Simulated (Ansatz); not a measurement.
# Is this Mg2Zn3O5 structure a true minimum?

The structure comes from a generated guess, relaxed at this level; another structure or a mixture of phases may lie lower.

Theory: DFT PBE, scalar-relativistic, plane waves, PAW in Ansatz 0.2.0. Plane waves to 420 eV, a k mesh through Γ of 12×12×12 on the computed 10-atom cell and Gaussian smearing (0.02 eV); no spin polarisation.

The cell below (10 atoms, space group I4/mmm (No. 139)) is relaxed within its symmetry.

```
CELL_PARAMETERS angstrom
-1.52091 1.52091 10.75450
1.52091 -1.52091 10.75450
1.52091 1.52091 -10.75450
ATOMIC_POSITIONS crystal
Mg 0.30011 0.30011 0.00000
Mg 0.69989 0.69989 0.00000
Zn 0.89922 0.89922 0.00000
Zn 0.10078 0.10078 0.00000
Zn 0.50000 0.50000 0.00000
O 0.79865 0.79865 0.00000
O 0.20135 0.20135 0.00000
O 0.60133 0.60133 0.00000
O 0.00000 0.00000 0.00000
O 0.39867 0.39867 0.00000
```

For the test it was strained at random (σ = 1.5 % a component), the atoms were moved at random (σ = 0.05 Å), and all was relaxed again on a coarse 4×4×4 mesh (in the run’s order of axes) with 0.10 eV smearing, with no symmetry imposed.

Question: What happens?

Answer: It returns, within 1 meV/atom of the unmoved cell on that mesh and with the same symmetry when read at 0.1 Å. No instability shows in this cell; modes of other wave vectors, which need another repeat, aren't tested.
